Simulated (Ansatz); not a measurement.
# TaN (Fm-3m): one cell, many starting occupations (series 2), part 2 of 2

Aim: start the open shells of TaN (Fm-3m) from different occupation matrices at one fixed cell, and see in which states the SCF ends. Cell and atoms stay fixed.

Ansatz 0.2.0; DFT PBE+U (U_eff = 1 eV on Ta d), plane waves, PAW, no spin–orbit coupling unless a run says so.

## Step 5: Random orbitals: fully mixed, one electron fewer

input.yaml

```yaml
crystal:
  lattice:
    - [0.0, 2.17900131, 2.17900131]
    - [2.17900131, 0.0, 2.17900131]
    - [2.17900131, 2.17900131, 0.0]
  atoms:
    - { symbol: Ta, position: [0.5, 0.5, 0.5], spin: 1.0 }
    - { symbol: "N", position: [0.0, 0.0, 0.0] }
basis:
  ecutwfc: 420
  ecutrho_ratio: 4
kpoints:
  mp_grid: { grid: [7, 7, 7] }
hamiltonian:
  xc: pbe
  hubbard:
    sites:
      - { site: 0, l: d, u_eff: 1.0, starting_ns: [{ spin: up, occupation_matrix: s0up }, { spin: down, occupation_matrix: s0down }] }
    occupation_matrices:
      s0up:
        matrix:
          - [0.02604, 0.02038, 0.06342, 0.00226, -0.03548]
          - [0.02038, 0.08879, 0.21403, 0.00764, -0.11975]
          - [0.06342, 0.21403, 0.68586, 0.02378, -0.37256]
          - [0.00226, 0.00764, 0.02378, 0.02085, -0.01331]
          - [-0.03548, -0.11975, -0.37256, -0.01331, 0.22846]
      s0down:
        matrix:
          - [0.02, 0.0, 0.0, 0.0, 0.0]
          - [0.0, 0.02, 0.0, 0.0, 0.0]
          - [0.0, 0.0, 0.02, 0.0, 0.0]
          - [0.0, 0.0, 0.0, 0.02, 0.0]
          - [0.0, 0.0, 0.0, 0.0, 0.02]
    ns_hold: { iters: 12 }
scf:
  occupations: { method: gaussian, width: 0.05 }
  lower_state_search: "off"
  max_iter: 150
output:
  forces: true
  stress: true
  eigenvalues: true
  populations: true
  hubbard: { sites: [{ site: 0, l: d }] }
magnetization:
  spin_polarized: true
```

The typed matrices are held for 12 cycles.

The run is started by

```sh
ansatz run input.yaml --threads 2 --pin off --max-ram 3072MiB --backend cpu --events-out ev --progress --plain --runs-dir out
```

What it wrote, shortened:

```text
Warning: crystal.symmetry: narrowed to the stabiliser of the occupation matrices — unitary ops 48 → 2; lowered by the specified shell (site 0, l: d); largest admitted image defect 2.2e-16, smallest excluded 1.6e-1 — at a splitting's scale: the group the occupation matrices' own texture admits
Warning: RAYON_NUM_THREADS=2 ignored (pool sized by the plan → 2); use --threads N
Ta: projections on atomic orbitals take those of the free atom [Kr 4d10 4f14] 5s2 5p6 5d3 6s2, of charge +0.00 (hamiltonian.pseudopotentials.projection_atoms); the dataset's partial waves leave at most 6.0e-5 of an orbital's norm unspanned inside its sphere
N: projections on atomic orbitals take those of the free atom [He] 2s2 2p3, of charge +0.00 (hamiltonian.pseudopotentials.projection_atoms); the dataset's partial waves leave at most 9.3e-9 of an orbital's norm unspanned inside its sphere
[...]
Pseudopotentials: kind: paw
Pseudopotential: Ta, paw, valence charge 13, recommended cutoff 420 eV (normal), Ta.paw.azcp
Pseudopotential: N, paw, valence charge 5, recommended cutoff 420 eV (normal), N.paw.azcp
Functional definition: PBE
[...]
Crystal: 2 atoms, lattice volume = 20.692 Å³
Basis set: ecut = 420 eV, 411 PW (Γ), exchange–correlation on 48×48×48 points (8 copies of the dense FFT grid, shifted against one another)
[...]
WARN: the starting moments were not kept: the SCF closed with an absolute magnetisation of 1.2e-5 μB, where they sum to 1 μB in size (1 site). That is at most 0.1 of that sum. Measured as dr2_m measures the in/out step, that magnetisation stands 4.4e-11 eV from none, at or under the [...]
WARN: hamiltonian.hubbard: on 1 of 2 specified blocks the occupation matrix of this SCF's result fails the test of the specified filling. At site 0 ↑ (sites count from 0 in the list of atoms of the cell that this SCF solves) the least filled combination of the orbitals specified full has [...]
  atom   2  N      0.00000000     0.00000000     0.00000000
[...]
--- Stress (GPa, compression-positive) ---
       15.189875      -0.000002      -0.000002
       -0.000002      15.189848      -0.000002
       -0.000002      -0.000002      15.189856
  P = ⅓ Tr σ = 15.1899 GPa (151.899 kbar)
--- Band table (eV; the first three rows and the last of 344) ---
  k-point 0 ↑: bands = ["-47.1684", "-13.3978", "-13.3978", "-13.3977", "3.3445", "18.5331", "18.5331", "18.5331", "20.2139", "20.2139", "20.2139", "22.5920", "22.5920", "24.1226"]
[...]
Occupation matrices written to <dir>
--- Löwdin populations: 2 sites ---
  site symbol       q [e]    m [muB]
     0     Ta     12.1933     0.0000
     1      N      5.7284     0.0000
  spilling = 0.004350 (of n_electrons = 18.000000)
--- Occupation matrices: 1 shell (run DFT+U table (all-electron-ortho-atomic); ε = 7.09e-4) ---
  Ta0 d_5D: site group Oh (m-3m)
  Ta0 d_5D up     Tr n = 1.8978  λ = 0.307 0.307 0.428 0.428 0.428  [2× z2 0.50 (Eg 1.00) Eg(1.00) | 3× xz 0.33 (T2g 1.00) T2g(1.00)]
  Ta0 d_5D dn     Tr n = 1.8978  λ = 0.307 0.307 0.428 0.428 0.428  [2× z2 0.50 (Eg 1.00) Eg(1.00) | 3× xz 0.33 (T2g 1.00) T2g(1.00)]
  specified occupation → Ta0 d_5D up: matrix, ‖Δ‖_F = 0.8905, Tr Δ = -0.8478, displaced = 0.9670, d_λ = 0.8896; orbital distance = 0.8195
  specified occupation → Ta0 d_5D dn: matrix, ‖Δ‖_F = 0.8148, Tr Δ = -1.7978, displaced = 0.8989, d_λ = 0.8148; orbital distance = 0.0000
  Tr n, λ and their labels are of the run-group-symmetrised matrices; stabiliser: 96 of 96 elements of G0×{1,Θ} (closed), max defect 1.6e-5 at τ = 1.5e-4
```

Wall time 14 s (2 threads of Arm Neoverse V2, shared host); peak memory 0.4 GiB.

It ends with no gap, pressure 15.2 GPa, no moment over 0.05 μB in any sphere, largest force component 0.00 eV/Å, 2 symmetry operations imposed. The program reports that the typed filling wasn't kept.

How the shells are filled (orbitals counted by the eigenvalues of the occupation matrices):

| shell | channel | electrons | over 0.8 | 0.2 to 0.8 | under 0.2 |
| --- | --- | --- | --- | --- | --- |
| Ta 5d (atom 1) | up | 1.90 | 0 | 5 | 0 |
| Ta 5d (atom 1) | down | 1.90 | 0 | 5 | 0 |

## Step 6: Random orbitals: drawn by pairs, second filling

input.yaml

```yaml
crystal:
  lattice:
    - [0.0, 2.17900131, 2.17900131]
    - [2.17900131, 0.0, 2.17900131]
    - [2.17900131, 2.17900131, 0.0]
  atoms:
    - { symbol: Ta, position: [0.5, 0.5, 0.5], spin: 0.3 }
    - { symbol: "N", position: [0.0, 0.0, 0.0] }
basis:
  ecutwfc: 420
  ecutrho_ratio: 4
kpoints:
  mp_grid: { grid: [7, 7, 7] }
hamiltonian:
  xc: pbe
  hubbard:
    sites:
      - { site: 0, l: d, u_eff: 1.0, starting_ns: [{ spin: up, occupation_matrix: s0up }, { spin: down, occupation_matrix: s0down }] }
    occupation_matrices:
      s0up:
        matrix:
          - [0.02, 0.0, 0.0, 0.0, 0.0]
          - [0.0, 0.02, 0.0, 0.0, 0.0]
          - [0.0, 0.0, 0.25587, 0.0, 0.41042]
          - [0.0, 0.0, 0.0, 0.02, 0.0]
          - [0.0, 0.0, 0.41042, 0.0, 0.73413]
      s0down:
        matrix:
          - [0.02, 0.0, 0.0, 0.0, 0.0]
          - [0.0, 0.02, 0.0, 0.0, 0.0]
          - [0.0, 0.0, 0.73413, -0.41042, 0.0]
          - [0.0, 0.0, -0.41042, 0.25587, 0.0]
          - [0.0, 0.0, 0.0, 0.0, 0.02]
    ns_hold: until_converged
scf:
  occupations: { method: gaussian, width: 0.05 }
  lower_state_search: "off"
  max_iter: 150
output:
  forces: true
  stress: true
  eigenvalues: true
  populations: true
  hubbard: { sites: [{ site: 0, l: d }] }
magnetization:
  spin_polarized: true
```

The typed matrices are held until the SCF converges, then released.

The run is started by

```sh
ansatz run input.yaml --threads 2 --pin off --max-ram 3072MiB --backend cpu --events-out ev --progress --plain --runs-dir out
```

What it wrote, shortened:

```text
Warning: crystal.symmetry: narrowed to the stabiliser of the occupation matrices — unitary ops 48 → 2; lowered by the specified shell (site 0, l: d); largest admitted image defect 2.2e-16, smallest excluded 7.1e-1 — at a splitting's scale: the group the occupation matrices' own texture admits
Warning: RAYON_NUM_THREADS=2 ignored (pool sized by the plan → 2); use --threads N
Ta: projections on atomic orbitals take those of the free atom [Kr 4d10 4f14] 5s2 5p6 5d3 6s2, of charge +0.00 (hamiltonian.pseudopotentials.projection_atoms); the dataset's partial waves leave at most 6.0e-5 of an orbital's norm unspanned inside its sphere
N: projections on atomic orbitals take those of the free atom [He] 2s2 2p3, of charge +0.00 (hamiltonian.pseudopotentials.projection_atoms); the dataset's partial waves leave at most 9.3e-9 of an orbital's norm unspanned inside its sphere
[...]
[... 4 set-up lines as earlier in the session ...]
[...]
Crystal: 2 atoms, lattice volume = 20.692 Å³
Basis set: ecut = 420 eV, 411 PW (Γ), exchange–correlation on 48×48×48 points (8 copies of the dense FFT grid, shifted against one another)
[...]
WARN: the starting moments were not kept: the SCF closed with an absolute magnetisation of 4.2e-6 μB, where they sum to 0.3 μB in size (1 site). That is at most 0.1 of that sum. Measured as dr2_m measures the in/out step, that magnetisation stands 4.2e-12 eV from none, at or under the [...]
WARN: hamiltonian.hubbard: on 2 of 2 specified blocks the occupation matrix of this SCF's result fails the test of the specified filling. At site 0 ↑ (sites count from 0 in the list of atoms of the cell that this SCF solves) the least filled combination of the orbitals specified full has [...]
  atom   2  N      0.00000000     0.00000000     0.00000000
[...]
--- Stress (GPa, compression-positive) ---
       15.189821      -0.000003       0.000002
       -0.000003      15.189810       0.000002
        0.000002       0.000002      15.189815
  P = ⅓ Tr σ = 15.1898 GPa (151.898 kbar)
--- Band table (eV; the first three rows and the last of 344) ---
  k-point 0 ↑: bands = ["-47.1684", "-13.3978", "-13.3978", "-13.3978", "3.3445", "18.5330", "18.5330", "18.5330", "20.2139", "20.2139", "20.2139", "22.5920", "22.5920", "24.1226"]
[...]
Occupation matrices written to <dir>
--- Löwdin populations: 2 sites ---
  site symbol       q [e]    m [muB]
     0     Ta     12.1933     0.0000
     1      N      5.7284    -0.0000
  spilling = 0.004350 (of n_electrons = 18.000000)
--- Occupation matrices: 1 shell (run DFT+U table (all-electron-ortho-atomic); ε = 1.61e-4) ---
  Ta0 d_5D: site group Oh (m-3m)
  Ta0 d_5D up     Tr n = 1.8978  λ = 0.307 0.307 0.428 0.428 0.428  [2× z2 0.50 (Eg 1.00) Eg(1.00) | 3× xz 0.33 (T2g 1.00) T2g(1.00)]
  Ta0 d_5D dn     Tr n = 1.8978  λ = 0.307 0.307 0.428 0.428 0.428  [2× z2 0.50 (Eg 1.00) Eg(1.00) | 3× xz 0.33 (T2g 1.00) T2g(1.00)]
  specified occupation → Ta0 d_5D up: matrix, ‖Δ‖_F = 0.8896, Tr Δ = -0.8478, displaced = 0.9660, d_λ = 0.8896; orbital distance = 0.8165
  specified occupation → Ta0 d_5D dn: matrix, ‖Δ‖_F = 0.9211, Tr Δ = -0.8478, displaced = 0.9991, d_λ = 0.8896; orbital distance = 0.9122
  Tr n, λ and their labels are of the run-group-symmetrised matrices; stabiliser: 96 of 96 elements of G0×{1,Θ} (closed), max defect 3.5e-6 at τ = 3.4e-5
```

It took 13 s on 2 threads of Arm Neoverse V2, shared host; peak memory 0.39 GiB.

It ends with no gap, pressure 15.2 GPa, no moment over 0.05 μB in any sphere, largest force component 0.00 eV/Å, 2 symmetry operations imposed. The program reports that the typed filling wasn't kept.

The shells' filling, with natural orbitals sorted by occupation:

| shell | channel | electrons | over 0.8 | 0.2 to 0.8 | under 0.2 |
| --- | --- | --- | --- | --- | --- |
| Ta 5d (atom 1) | up | 1.90 | 0 | 5 | 0 |
| Ta 5d (atom 1) | down | 1.90 | 0 | 5 | 0 |

## Step 7: Results

This closing draws on all 2 parts.

Energies count from the lowest free state and have the smearing extrapolated to zero.

| start | energy (meV/atom) | gap (eV) | pressure (GPa) | largest moment (μB) | SCF cycles | time |
| --- | --- | --- | --- | --- | --- | --- |
| from atoms, symmetry kept, no search (earlier series) | 0.0 | metal | 15.2 | 0.00 | 16 | 1.7 s |
| random orbitals: drawn by pairs, second filling | 0.0 | metal | 15.2 | 0.00 | 28 | 13 s |
| random orbitals: fully mixed, first filling | 0.0 | metal | 15.2 | 0.00 | 29 | 13 s |
| random orbitals: single harmonics, first filling | 0.0 | metal | 15.2 | 0.00 | 29 | 5.3 s |
| random orbitals: fully mixed, one electron fewer | 0.0 | metal | 15.2 | 0.00 | 29 | 14 s |
| random orbitals: single harmonics, second filling | 0.0 | metal | 15.2 | 0.00 | 27 | 5.1 s |

The 6 free runs end within about 1 meV/atom of each other. The lowest state found need not be the ground state, and the geometry wasn't relaxed for any of them. Spin–orbit coupling is left out.
